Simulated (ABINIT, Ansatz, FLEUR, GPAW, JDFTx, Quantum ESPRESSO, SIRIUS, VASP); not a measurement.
**NaCl: programs and potentials compared**

```
Cl Na
1.0
     0.00000    2.79406    2.79406
     2.79406    0.00000    2.79406
     2.79406    2.79406    0.00000
Cl Na
1 1
Direct
  0.48821 0.51264 0.50193
  0.99583 0.00299 0.99639
```

The cell is a database's computed one, not the measured one.

Atoms were shifted at random by some hundredths of an Å from the given cell, which wasn't relaxed again for these runs.

Alike in all runs: task single point; functional PBE; k mesh 8 × 8 × 8; occupations fermi-dirac, width 0.05 eV; no spin polarisation; no spin-orbit coupling. Pressure is positive in compression and, in plane waves, holds the error of the finite cutoff, which Ansatz's Pulay term estimates and takes out.

| program and potentials | plane-wave cutoff (eV) | notes | band gap (eV) | pressure (GPa) | largest force (eV/Å) | energy over the undisturbed cell (meV/atom) |
| --- | --- | --- | --- | --- | --- | --- |
| Quantum ESPRESSO, SSSP 1.3 efficiency PBE | 748 | 8 valence electrons an atom on average | 5.21 | 1.69 | 0.070 | 0.75 |
| FLEUR, all-electron, FLAPW | - | - | 5.22 | - | 0.069 | 0.75 |
| JDFTx, PseudoDojo-SR-PBE-0.5-standard | 1197 | 8 valence electrons an atom on average | 5.22 | 1.60 | 0.069 | 0.76 |
| VASP, PBE PAW files Cl, Na_pv, 520 eV | 520 | 7 valence electrons an atom on average | 5.22 | 1.54 | 0.069 | - |
| ABINIT, JTH PAW PBE v2.0 | 1088 | 8 valence electrons an atom on average | 5.21 | 1.77 | 0.074 | 0.47 |
| GPAW, GPAW PAW data sets (gpaw-data 1.2.1) | 800 | 7 valence electrons an atom on average | 5.22 | 1.54 | 0.066 | 0.71 |
| SIRIUS, PseudoDojo 0.4.1 PBE standard (scalar relativistic) | 1202 | 8 valence electrons an atom on average | 5.22 | 1.60 | 0.069 | - |
| Ansatz, Ansatz PAW (earlier soft set) | 420 | 8 valence electrons an atom on average | 5.22 | 1.57 | 0.068 | 0.73 |
| Ansatz, all-electron LAPW, scalar-relativistic | - | - | 5.22 | 1.58 | 0.068 | - |

Force on atom 1 (Cl), eV/Å:

| program and potentials | x | y | z |
| --- | --- | --- | --- |
| Quantum ESPRESSO, SSSP 1.3 efficiency PBE | -0.069 | 0.009 | -0.009 |
| FLEUR, all-electron, FLAPW | -0.067 | 0.008 | -0.009 |
| JDFTx, PseudoDojo-SR-PBE-0.5-standard | -0.067 | 0.009 | -0.009 |
| VASP, PBE PAW files Cl, Na_pv, 520 eV | -0.068 | 0.009 | -0.009 |
| ABINIT, JTH PAW PBE v2.0 | -0.070 | 0.023 | -0.008 |
| GPAW, GPAW PAW data sets (gpaw-data 1.2.1) | -0.065 | 0.009 | -0.009 |
| SIRIUS, PseudoDojo 0.4.1 PBE standard (scalar relativistic) | -0.067 | 0.009 | -0.009 |
| Ansatz, Ansatz PAW (earlier soft set) | -0.067 | 0.009 | -0.009 |
| Ansatz, all-electron LAPW, scalar-relativistic | -0.067 | 0.009 | -0.009 |

The band gap spans 5.21 (ABINIT, JTH PAW PBE v2.0) to 5.22 eV (GPAW, GPAW PAW data sets (gpaw-data 1.2.1)), with all-electron results at 5.22. The pressure spans 1.54 (VASP, PBE PAW files Cl, Na_pv, 520 eV) to 1.77 GPa (ABINIT, JTH PAW PBE v2.0), with all-electron results at 1.58.

Differences between rows come from potentials, basis sets and numerical settings, since the functional is the same but for its coding. Runs on potential files found faulty are left out.
